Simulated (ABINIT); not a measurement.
# AlNi3 (Pm-3m) in ABINIT: optical spectrum with PBE

Aim: the optical spectrum of AlNi3 with PBE.

Everything below comes from runs of ABINIT 10.8.3 (patched build). Logs are shortened: lines on timing, memory, paths and dates and some standing lists are left out, and cuts for length are marked. The log counts tension as positive stress, the text compression.

**1. Starting point**

Symmetry: Pm-3m, No. 221, cubic system. The conventional cell has a = 3.523 Å, b = 3.523 Å, c = 3.523 Å, α = 90.00°, β = 90.00°, γ = 90.00°. Ni (site symmetry 4/mmm) has 8 Ni at 2.49 Å and 4 Al at 2.49 Å as nearest neighbours. Al (site symmetry m-3m) is surrounded by 12 Ni at 2.49 Å.

The cell is a database's computed one.

**2. Optical spectrum, PBE, collinear spin, ferromagnetic start**

Contents of run.abi:

```
ndtset 3

pp_dirpath "./"
pseudos "Ni.upf, Al.upf"

acell 6.6576085555 6.6576085555 6.6576085555
rprim
     1.0000000000     0.0000000000     0.0000000000
     0.0000000000     1.0000000000     0.0000000000
     0.0000000000     0.0000000000     1.0000000000
ntypat 2
znucl 28 13
natom 4
typat 1 1 1 2
xred
            1/2            1/2            0.0
            1/2            0.0            1/2
            0.0            1/2            1/2
            0.0            0.0            0.0

ecut 46.0

ngkpt 12 12 12
nshiftk 1
shiftk 0.5 0.5 0.5
istwfk *1

ixc 11

occopt 6
tsmear 0.1 eV

nsppol 2
spinat
     0.0000000000     0.0000000000     1.0000000000
     0.0000000000     0.0000000000     1.0000000000
     0.0000000000     0.0000000000     1.0000000000
     0.0000000000     0.0000000000     0.0000000000

nstep 80

iomode 3
prteig 0
prtebands 0

nband1 35
tolvrs1 1.0e-12
prtden1 1
prtwf1 0
kptopt1 1

iscf2 -3
getden2 1
nband2 44
nbdbuf2 4
tolwfr2 1.0e-12
nstep2 120
prtden2 0
kptopt2 1

optdriver3 8
wfk_task3 "wfk_optics_fullbz"
getwfk3 2
nband3 40
kptopt3 1
prtevk3 1
inclvkb3 2
```

Contents of optic.abi:

```
&FILES
 ddkfile_1 = 'runo_DS3_1_EVK.nc',
 ddkfile_2 = 'runo_DS3_2_EVK.nc',
 ddkfile_3 = 'runo_DS3_3_EVK.nc',
 wfkfile = 'runo_DS3_WFK.nc'
/
&PARAMETERS
 broadening = 0.007350,
 domega = 0.002,
 maxomega = 0.8,
 scissor = 0.000000,
 tolerance = 0.002
/
&COMPUTATIONS
 num_lin_comp = 1,
 lin_comp = 11,
 num_nonlin_comp = 0
/
```

Potentials or basis: PseudoDojo NC SR PBE v0.4.1 standard.

The run is started by

```console
$ mpirun --bind-to none -np 4 abinit run.abi > log 2>&1
$ optic optic.abi > optic.log 2>&1
```

run.abo:

```text
.Version 10.8.3 of ABINIT
 DATASET    1 : space group Pm -3 m (#221); Bravais cP (primitive cubic)
================================================================================
 Values of the parameters that define the memory need for DATASET  1.
     intxc =       0    ionmov =       0      iscf =       7    lmnmax =       6
     lnmax =       6     mgfft =      45  mpssoang =       3    mqgrid =    3001
     natom =       4  nloc_mem =       1    nspden =       2   nspinor =       1
    nsppol =       2      nsym =      48    n1xccc =    2501    ntypat =       2
    occopt =       6   xclevel =       2
       mpw =        4421          nfft =       91125          nkpt =          56
================================================================================
================================================================================
[... 13 lines left out ...]
 DATASET    3 : space group Pm -3 m (#221); Bravais cP (primitive cubic)
================================================================================
 Values of the parameters that define the memory need for DATASET  3.
     intxc =       0    ionmov =       0      iscf =       7    lmnmax =       6
     lnmax =       6     mgfft =      45  mpssoang =       3    mqgrid =    3001
     natom =       4  nloc_mem =       1    nspden =       2   nspinor =       1
    nsppol =       2      nsym =      48    n1xccc =    2501    ntypat =       2
    occopt =       6   xclevel =       2
       mpw =        4421          nfft =       91125          nkpt =          56
================================================================================
================================================================================

--------------------------------------------------------------------------------
------------- Echo of variables that govern the present computation ------------
--------------------------------------------------------------------------------
 -outvars: echo values of preprocessed input variables --------
            acell      6.6576085555E+00  6.6576085555E+00  6.6576085555E+00 Bohr
              amu      5.86900000E+01  2.69815390E+01
             ecut      4.60000000E+01 Hartree
           getden1          0
           getden2          1
           getden3          0
           getwfk1          0
           getwfk2          0
           getwfk3          2
             iscf1          7
             iscf2         -3
             iscf3          7
              ixc          11
           jdtset        1    2    3
                       outvar_i_n : Printing only first  50 k-points.
         kptrlatt       12    0    0      0   12    0      0    0   12
          kptrlen      7.98913027E+01
            natom           4
            nband1         35
            nband2         44
            nband3         40
           nbdbuf1          0
           nbdbuf2          4
           nbdbuf3          0
           ndtset           3
            ngfft          45      45      45
             nkpt          56
[... 1497 lines left out ...]
   0.00000    0.00000    0.00000    0.00000
 prteigrs : prtvol=0 or 1, do not print more k-points.

--- !EnergyTerms
iteration_state     : {dtset: 2, }
comment             : Components of total free energy in Hartree
kinetic             :  2.37954143296899E+02
hartree             :  1.67330976580746E+02
xc                  : -6.54906743615188E+01
Ewald energy        : -3.08259912451770E+02
psp_core            :  1.21255935056213E+01
local_psp           : -4.70422082462391E+02
non_local_psp       : -7.89888925178664E+01
internal            : -5.05750848410279E+02
'-kT*entropy'       : -3.01802317029585E-05
total_energy        : -5.05750878590510E+02
...

--- !EnergyTermsDC
iteration_state     : {dtset: 2, }
comment             : '"Double-counting" decomposition of free energy'
band_energy         : -4.46345228900143E+01
Ewald energy        : -3.08259912451770E+02
psp_core            :  1.21255935056213E+01
xc_dc               : -1.64982004273817E+02
internal            : -5.05750846109980E+02
'-kT*entropy'       : -3.01802317029585E-05
total_energy_dc     : -5.05750876290212E+02
...

================================================================================
== DATASET  3 ==================================================================

--- !DatasetInfo
iteration_state: {dtset: 3, }
dimensions: {natom: 4, nkpt: 56, mband: 40, nsppol: 2, nspinor: 1, nspden: 2, mpw: 4421, }
cutoff_energies: {ecut:  46.0, pawecutdg:  -1.0, }
electrons: {nelect:   5.70000000E+01, charge:   0.00000000E+00, occopt:   6.00000000E+00, tsmear:   3.67493222E-03, }
meta: {optdriver: 8, wfk_task: 7, }
...

 mkfilename : getwfk/=0, take file _WFK from output of DATASET   2.

 Exchange-correlation functional for the present dataset will be:
  GGA: Perdew-Burke-Ernzerhof functional - ixc=11
  J.P.Perdew, K.Burke, M.Ernzerhof, PRL 77, 3865 (1996)

--------------------------------------------------------------------------------

 Computation of velocity matrix elements (DDK)

 Parameters extracted from the Abinit header:
    ecut:     46.0
    nkpt:    1728
    mband:   44
    nsppol:  2
    nspinor: 1
    useylm:  0
    inclvkb: 2
    bmin: 1, bmax: 44
    Computing diagonal and off-diagonal matrix elements
    Between band index bmin: 1, bmax: 44

== END DATASET(S) ==============================================================
================================================================================

 -outvars: echo values of variables after computation  --------
            acell      6.6576085555E+00  6.6576085555E+00  6.6576085555E+00 Bohr
           etotal1    -5.0575087629E+02
           etotal2    -5.0575087629E+02
           etotal3     0.0000000000E+00
            fcart1    -0.0000000000E+00 -0.0000000000E+00 -0.0000000000E+00
                      -0.0000000000E+00 -0.0000000000E+00 -0.0000000000E+00
                      -0.0000000000E+00 -0.0000000000E+00 -0.0000000000E+00
                      -0.0000000000E+00 -0.0000000000E+00 -0.0000000000E+00
            fcart3     0.0000000000E+00  0.0000000000E+00  0.0000000000E+00
                       0.0000000000E+00  0.0000000000E+00  0.0000000000E+00
                       0.0000000000E+00  0.0000000000E+00  0.0000000000E+00
                       0.0000000000E+00  0.0000000000E+00  0.0000000000E+00
           strten1    -2.3034837337E-04 -2.3034837337E-04 -2.3034837337E-04
                       0.0000000000E+00  0.0000000000E+00  0.0000000000E+00
           strten3     0.0000000000E+00  0.0000000000E+00  0.0000000000E+00
                       0.0000000000E+00  0.0000000000E+00  0.0000000000E+00
           xangst      1.7615273621E+00  1.7615273621E+00  0.0000000000E+00
                       1.7615273621E+00  0.0000000000E+00  1.7615273621E+00
                       0.0000000000E+00  1.7615273621E+00  1.7615273621E+00
                       0.0000000000E+00  0.0000000000E+00  0.0000000000E+00
             xred      5.0000000000E-01  5.0000000000E-01  0.0000000000E+00
                       5.0000000000E-01  0.0000000000E+00  5.0000000000E-01
                       0.0000000000E+00  5.0000000000E-01  5.0000000000E-01
                       0.0000000000E+00  0.0000000000E+00  0.0000000000E+00
 Calculation completed.
```

It took 20 min on 4 MPI ranks of AMD EPYC 7R43 (Zen 3), shared host; peak memory 15 GiB.

What came out:

```
Free energy  : -13762.1824 eV
Pressure     : 6.8 GPa
Net moment   : 0.77 μB per cell
Site moments : Ni +0.29; Al -0.01 μB
```

Dielectric function (mean over the directions given):
```
energy (eV)  real part  imaginary part
       0.33      55.54           22.60
       0.98      26.04           38.84
       1.63      -1.42           32.74
       2.29      -3.36           17.89
       2.94      -2.29            9.76
       3.70       0.71            6.73
       4.35       2.38            9.02
       5.01      -0.06            7.63
       5.66      -0.88            7.58
       6.31      -1.00            5.81
       7.08      -1.14            5.21
       7.73      -1.36            4.61
       8.38      -1.24            3.53
       9.03      -1.00            3.02
       9.69      -0.60            2.66
      10.45      -0.25            2.54
      11.10      -0.44            2.86
      11.76      -0.69            2.32
      12.41      -0.49            2.15
      13.06      -0.42            1.99
      13.82      -0.41            1.86
      14.48      -0.44            1.80
      15.13      -0.47            1.58
      15.78      -0.48            1.49
      16.44      -0.46            1.38
      17.20      -0.58            1.20
      17.85      -0.51            0.95
      18.50      -0.42            0.85
      19.16      -0.30            0.74
      19.92      -0.26            0.63
```

Caveat: the intraband (Drude) term is left out; small starting moments can end in a higher magnetic state in this program; spectra need much finer meshes, so this one isn't converged; independent-particle spectra lack excitons.
